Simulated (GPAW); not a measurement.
# FeO (Wuestite) (Fm-3m) in GPAW: notebook, part 2 of 2

GPAW 26.7.0. The steps go on from the part before.

## (4) Band structure, r2SCAN, collinear spin, ferromagnetic start

Contents of run.py:

```python
from ase import Atoms
from ase.dft.bandgap import bandgap
from ase.io import write
from ase.units import GPa
from gpaw import GPAW, PW

atoms = Atoms(['Fe', 'O'],
              cell=[[0.0, 2.1554, 2.1554],
                    [2.1554, 0.0, 2.1554],
                    [2.1554, 2.1554, 0.0]],
              scaled_positions=[[0.0, 0.0, 0.0],
                                [0.5, 0.5, 0.5]],
              pbc=True)
atoms.set_initial_magnetic_moments([3.0, 0.0])

calc = GPAW(mode=PW(800),
            xc='MGGA_X_R2SCAN+MGGA_C_R2SCAN',
            kpts={'size': (11, 11, 11), 'gamma': True},
            occupations={'name': 'fermi-dirac', 'width': 0.05},
            nbands=17,
            convergence={'density': 1e-05, 'energy': 1e-05},
            maxiter=150,
            txt='gpaw.txt')
atoms.calc = calc
energy = atoms.get_potential_energy()
forces = atoms.get_forces()
stress = atoms.get_stress()
calc.write('gs.gpw')
write('result.traj', atoms)
print(f'Energy: {energy:.6f} eV')
print('Forces (eV/A):')
print(forces.round(4))
print('Stress (GPa):', (stress / GPa).round(3))
print('Moments:', calc.get_magnetic_moments().round(3))
print('Fermi level:', round(calc.get_fermi_level(), 4), 'eV')
print(f'Gap: {bandgap(calc)[0]:.4f} eV, direct: {bandgap(calc, direct=True)[0]:.4f} eV')

path = atoms.cell.bandpath('GXWKGLUWLK,UX', npoints=100, eps=1e-4)
bs_calc = calc.fixed_density(kpts=path, symmetry='off', nbands=26,
                             convergence={'bands': 'CBM+6.0', 'eigenstates': 1e-6}, txt='bands.txt')
bs = bs_calc.band_structure()
bs.write('bs.json')
print(f'Gap on the path: {bandgap(bs_calc)[0]:.4f} eV')
```

Potentials or basis: GPAW PAW data sets (gpaw-data 1.2.1), pw.

Command:

```console
OMP_NUM_THREADS=1 python run.py
```

gpaw.txt:

```text
__  _  _
 | _ |_)|_||  |
 |__||  | ||/\| - 26.7.0

Input parameters:
  mode=PW(ecut=800.0),
  convergence={'density': 1e-05, 'energy': 1e-05},
  kpts=MonkhorstPack(size=(11, 11, 11), gamma=True),
  maxiter=150,
  nbands=17,
  occupations=Occupations(name='fermi-dirac', width=0.05),
  xc=XC(name='MGGA_X_R2SCAN+MGGA_C_R2SCAN')

Diagonalizing LCAO Hamiltonian
Converting LCAO to pw mode

              O

       Fe

Atoms  # Å, Bohr magnetons
|   | symbol |        x |        y |        z |    initial magnetic moments |
|---|--------|----------|----------|----------|-----------------------------|
| 0 |     Fe | 0.000000 | 0.000000 | 0.000000 | ( 0.0000,  0.0000,  3.0000) |
| 1 |      O | 2.155400 | 2.155400 | 2.155400 | ( 0.0000,  0.0000,  0.0000) |

Unit cell  # Å
| periodic |        x |        y |        z |  lengths |    angles |
[... 212 lines left out ...]
  External:          0.000000
  Xc:              -27.509980
  Entropy:          -0.010811
  Spinorbit:         0.000000
  ----------------------------
  Free energy:     -23.051285
  Extrapolated:    -23.045880

dipole moment: (-10.304845, -10.304845, -10.304845)  # |e|*Ang

Total magnetic moment: (0.000000, 0.000000, 4.001495)

Local magnetic moments
|        x |        y |        z |
|----------|----------|----------|
| 0.000000 | 0.000000 | 3.614256 |  # Fe   0
| 0.000000 | 0.000000 | 0.225793 |  # O    1

Fermi level: 9.678
Eigenvalues  # (at kpt = [0.000, 0.000, 0.000])
| band index |      eig [eV] | occ [0-1] |      eig [eV] | occ [0-1] |
|------------|---------------|-----------|---------------|-----------|
|          0 |       -12.788 |     1.000 |       -12.263 |     1.000 |
|          1 |         4.772 |     1.000 |         5.650 |     1.000 |
|          2 |         4.772 |     1.000 |         5.650 |     1.000 |
|          3 |         4.772 |     1.000 |         5.650 |     1.000 |
|          4 |         4.873 |     1.000 |         8.908 |     1.000 |
|          5 |         4.873 |     1.000 |         8.908 |     1.000 |
[... 9 lines left out ...]
|         15 |        30.333 |     0.000 |        32.466 |     0.000 |
|         16 |        30.333 |     0.000 |        32.467 |     0.000 |

No gap
No difference between direct/indirect transitions

Forces  # eV/Ang
|       x |        y |        z |
|---------|----------|----------|
| 0.00000 | -0.00000 | -0.00000 |  # Fe   0
| 0.00000 |  0.00000 | -0.00000 |  # O    1

Stress tensor  # eV/Ang^3
|         x |         y |         z |
|-----------|-----------|-----------|
|  0.029911 | -0.000000 | -0.000000 |
| -0.000000 |  0.029911 | -0.000000 |
| -0.000000 | -0.000000 |  0.029911 |

# Writing to gs.gpw (mode='')
```

stdout:

```text
Energy: -23.045880 eV
Forces (eV/A):
[[ 0. -0. -0.]
 [ 0.  0. -0.]]
Stress (GPa): [ 4.792  4.792  4.792 -0.    -0.    -0.   ]
Moments: [3.614 0.226]
Fermi level: 9.6781 eV
Gap: 0.0000 eV, direct: 0.0000 eV
Gap on the path: 0.0000 eV
```

Wall time 3.3 min (1 thread of Arm Neoverse V1, shared host); peak memory 0.4 GiB.

Results:

```
Free energy             : -23.0513 eV
Pressure                : -4.8 GPa
Band gap along the path : none (metal or under the smearing width)
Net moment              : 4.00 μB per cell
Site moments            : Fe +3.61; O +0.23 μB
```

Levels at the corners of the path, in eV from the Fermi level:
Spin up:
| point | band 5 | band 6 | band 7 | band 8 | band 9 | band 10 |
| --- | --- | --- | --- | --- | --- | --- |
| Γ | -4.80 | -4.80 | -4.68 | -4.68 | -4.68 | -0.21 |
| X | -5.76 | -4.44 | -3.94 | -3.87 | -3.87 | 5.10 |
| W | -4.06 | -4.03 | -4.03 | -3.87 | -2.72 | 7.32 |
| K | -4.68 | -4.00 | -3.69 | -3.54 | -2.70 | 6.64 |
| Γ | -4.80 | -4.80 | -4.68 | -4.68 | -4.68 | -0.21 |
| L | -4.13 | -4.13 | -3.50 | -1.27 | -1.27 | 3.92 |
| U | -4.68 | -4.00 | -3.69 | -3.54 | -2.70 | 6.64 |
| W | -4.06 | -4.03 | -4.03 | -3.87 | -2.72 | 7.32 |
| L | -4.13 | -4.13 | -3.50 | -1.27 | -1.27 | 3.92 |
| K | -4.68 | -4.00 | -3.69 | -3.54 | -2.70 | 6.64 |
| U | -4.68 | -4.00 | -3.69 | -3.54 | -2.70 | 6.64 |
| X | -5.76 | -4.44 | -3.94 | -3.87 | -3.87 | 5.10 |
Spin down:
```tsv
point	band 1	band 2	band 3	band 4	band 5	band 6	band 7	band 8	band 9	band 10
Γ	-21.94	-4.03	-4.03	-4.03	-0.77	-0.77	-0.77	0.57	0.57	0.86
X	-20.71	-7.79	-5.26	-5.26	-2.23	0.81	0.81	1.17	1.58	6.81
W	-20.62	-6.94	-6.94	-6.29	-0.08	-0.08	0.81	1.50	2.24	9.12
K	-20.65	-7.37	-6.91	-5.60	-0.87	0.61	0.70	1.73	2.17	8.26
Γ	-21.94	-4.03	-4.03	-4.03	-0.77	-0.77	-0.77	0.57	0.57	0.86
L	-20.77	-8.83	-5.83	-5.83	0.45	0.45	0.61	3.21	3.21	4.54
U	-20.65	-7.37	-6.91	-5.60	-0.87	0.61	0.70	1.73	2.17	8.26
W	-20.62	-6.94	-6.94	-6.29	-0.08	-0.08	0.81	1.50	2.24	9.12
L	-20.77	-8.83	-5.83	-5.83	0.45	0.45	0.61	3.21	3.21	4.54
K	-20.65	-7.37	-6.91	-5.60	-0.87	0.61	0.70	1.73	2.17	8.26
U	-20.65	-7.37	-6.91	-5.60	-0.87	0.61	0.70	1.73	2.17	8.26
X	-20.71	-7.79	-5.26	-5.26	-2.23	0.81	0.81	1.17	1.58	6.81
```

Caveat: the PAW data sets were made with another functional, which shifts forces and pressure a little; a cell with one magnetic atom can't hold antiferromagnetic order, which such compounds often take; semilocal functionals often make such compounds metallic where correlation or magnetic order opens a gap, which also shifts bond lengths.

## (5) The runs side by side

```tsv
task	level	potentials or basis	k mesh	eigensolver	band path	band points	pressure (GPa)	moment (μB)
equation of state	RPBE+D4	the program's PAW data sets (release 1.2.1) made for this functional, pw	9 × 9 × 9	-	-	-	-	-
band structure	BLYP	PAW data sets generated in the run's folder for this functional, pw	11 × 11 × 11	davidson	GXWKGLUWLK,UX	80	6.2	4.00
band structure	r2SCAN	GPAW PAW data sets (gpaw-data 1.2.1), pw	11 × 11 × 11	-	GXWKGLUWLK,UX	100	-4.8	4.00
```

Alike in all rows: spin collinear, ferromagnetic start; cell as given; cutoff (eV) 800; smearing fermi-dirac 0.05 eV.

Caveats: a cell with one magnetic atom can't hold antiferromagnetic order, which such compounds often take (some runs); semilocal functionals often make such compounds metallic where correlation or magnetic order opens a gap, which also shifts bond lengths (some runs); the energies scatter about the fit (some runs); the PAW data sets were made with another functional, which shifts forces and pressure a little (some runs).

Absolute energies hang on the potentials; compare differences alone.

## (6) How close it comes

Step 3. Measured gap of FeO: 2.4 eV (optical; quoted in “W\"ustite: Electric, thermodynamic and optical properties of FeO”, 2012, arxiv:1203.1201). This calculation gives 0.00 eV (-2.40 eV). So large a miss can be the level of theory's own, or it may mean another phase, state or a wrong row. The value is that of BLYP, without temperature or zero-point motion. Semilocal functionals fall short of measured gaps as a rule. The run's magnetic order (collinear spin, ferromagnetic start) needn't be the measured crystal's.

Step 4. Measured gap of FeO: 2.4 eV (optical; quoted in “W\"ustite: Electric, thermodynamic and optical properties of FeO”, 2012, arxiv:1203.1201). This calculation gives 0.00 eV (-2.40 eV). So large a miss can be the level of theory's own, or it may mean another phase, state or a wrong row. The value is that of r2SCAN, without temperature or zero-point motion. The run's magnetic order (collinear spin, ferromagnetic start) needn't be the measured crystal's.
